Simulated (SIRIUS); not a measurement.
Set up this calculation in SIRIUS 7.10.0, as the native input.

| Item | Value |
| --- | --- |
| Task | single point |
| Functional | PBEsol |
| Potentials or basis | PseudoDojo 0.4.1 PBEsol standard (scalar relativistic) |
| Cutoff | 1078 eV |
| Density cutoff | 4311 eV |
| k mesh | 10 × 10 × 6 |
| Occupations | fermi-dirac, width 0.05 eV |
| Spin | no spin polarisation |
| Libxc names | ["XC_GGA_X_PBE_SOL", "XC_GGA_C_PBE_SOL"] |
| Energy tol | 1e-08 Ha |
| Density tol | 1e-06 |
| Mixer | anderson |
| Mixing beta | 0.7 |
| Max scf | 100 |
| Radial cutoff for the potentials' integrals | 6.5 bohr |

The system is Ge.

```
Ge
1.0
     1.48805   -2.59469    0.00000
     1.48805    2.59469    0.00000
     0.00000    0.00000    4.72760
Ge
2
Cartesian
  1.4977 0.9140 1.1971
  1.5104 -0.8905 3.5233
```

This isn't the form of Ge at room conditions, which is diamond.

The cell isn't the ideal one: atoms moved at random, drawn with an rms of 0.05 Å.

The input as run:

sirius.json

```json
{
  "control": {
    "processing_unit": "cpu",
    "verbosity": 2,
    "num_bands_to_print": 22,
    "print_forces": true,
    "print_stress": true
  },
  "parameters": {
    "electronic_structure_method": "pseudopotential",
    "xc_functionals": ["XC_GGA_X_PBE_SOL", "XC_GGA_C_PBE_SOL"],
    "gk_cutoff": 8.9,
    "pw_cutoff": 17.8,
    "ngridk": [10, 10, 6],
    "shiftk": [0, 0, 0],
    "smearing": "fermi_dirac",
    "smearing_width": 0.0018374661,
    "num_bands": 22,
    "num_mag_dims": 0,
    "num_dft_iter": 100,
    "energy_tol": 1e-08,
    "density_tol": 1e-06
  },
  "iterative_solver": {
    "type": "davidson",
    "min_tolerance": 1e-09,
    "tolerance_scale": [0.1, 0.25]
  },
  "mixer": {
    "type": "anderson",
    "beta": 0.7,
    "max_history": 8
  },
  "settings": {
    "tol_ne": 1e-10,
    "pseudo_grid_cutoff": 6.5
  },
  "unit_cell": {
    "lattice_vectors": [
      [2.812012487198, -4.903252741312, 0.0],
      [2.812012487198, 4.903252741312, 0.0],
      [0.0, 0.0, 8.933861271034]
    ],
    "atom_coordinate_units": "lattice",
    "atom_types": ["Ge"],
    "atom_files": {
      "Ge": "Ge.json"
    },
    "atoms": {
      "Ge": [
        [0.327104, 0.679362, 0.253225],
        [0.679104, 0.335894, 0.745256]
      ]
    }
  }
}
```

Potentials or basis: PseudoDojo 0.4.1 PBEsol standard (scalar relativistic).

Run with:

```bash
$ upf_to_json Ge.upf
$ OMP_NUM_THREADS=1 sirius.scf --input=sirius.json --output=out.json --task=0
```

It gave:

```
Pressure               : 0.6 GPa
Largest force          : 0.025 eV/Å
Band gap on the k mesh : none (metal or under the smearing width)
```

Wall time 5.9 min on 1 thread of Arm Neoverse V1, on a shared host, peak memory 1.5 GiB.
